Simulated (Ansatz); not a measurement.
# From three elastic constants to directional properties of Na2S

Level of theory: DFT PBE+D3(BJ), scalar-relativistic, plane waves, PAW in Ansatz 0.2.0. Cutoff 420 eV, 6×6×6 k-points (Γ-centred), fixed occupations. No spin polarisation.

The cell is fixed (symmetry leaves no force on the atoms) and stands under 0.0 GPa:
```
S Na
1.0
     0.00000    3.22120    3.22120
     3.22120    0.00000    3.22120
     3.22120    3.22120    0.00000
S Na
1 2
Cartesian
  0.0000 0.0000 0.0000
  1.6106 1.6106 1.6106
  4.8318 4.8318 4.8318
```

The cell is the ideal cubic antifluorite prototype.

With ions relaxed, on the cubic axes: C11 = 57.4, C12 = 18.9, C44 = 19.0 GPa. The density is 1.939 g/cm³.

Question: Is the crystal stable against strain, and how anisotropic is it?

Answer: Born's conditions hold: C11 + 2C12 = 95.2, C11 − C12 = 38.5 and C44 = 19.0 GPa are all positive. B = (C11 + 2C12)/3 = 31.8 GPa. The two shear moduli are C44 and C′ = (C11 − C12)/2 = 19.3 GPa, so Zener's ratio is A = C44/C′ = 0.99: nearly isotropic. The Cauchy pressure C12 − C44 is -0.1 GPa; it would vanish for pair forces between atoms on inversion centres at zero pressure, and here it is small.

Question: Give the sound speeds along the three symmetry directions.

Answer: The Christoffel equation gives ρv² for each branch:
```
direction branch                    ρv²   GPa v (m/s)
    [100]              L                    C11  57.4     5443
    [100]         T (×2) C44  19.0     3132
    [110]              L   (C11 + C12 + 2C44)/2  57.2     5431
    [110]   T, u ∥ [001]                    C44  19.0     3132
    [110]  T, u ∥ [1-10]          (C11 − C12)/2  19.3     3152
    [111]              L  (C11 + 2C12 + 4C44)/3  57.1     5428
    [111]         T (×2) (C11 − C12 + C44)/3  19.2     3145
```

Question: How does Young's modulus depend on direction?

Answer: Inverting gives S11 = 20.807, S12 = -5.154, S44 = 52.576 TPa⁻¹. Along a unit vector (l, m, n), 1/E = S11 − 2(S11 − S12 − S44/2)(l²m² + m²n² + n²l²), where the last bracket is 0, 1/4 and 1/3 for [100], [110] and [111]: E = 48, 48 and 48 GPa. The directions hardly differ. For a film on (001), the biaxial modulus is C11 + C12 − 2C12²/C11 = 64 GPa and the normal strain is −2C12/C11 = -0.66 times the in-plane one.

Cost: 2 runs of about 1.9 core-minutes in all, on Arm Neoverse N1 (shared hosts).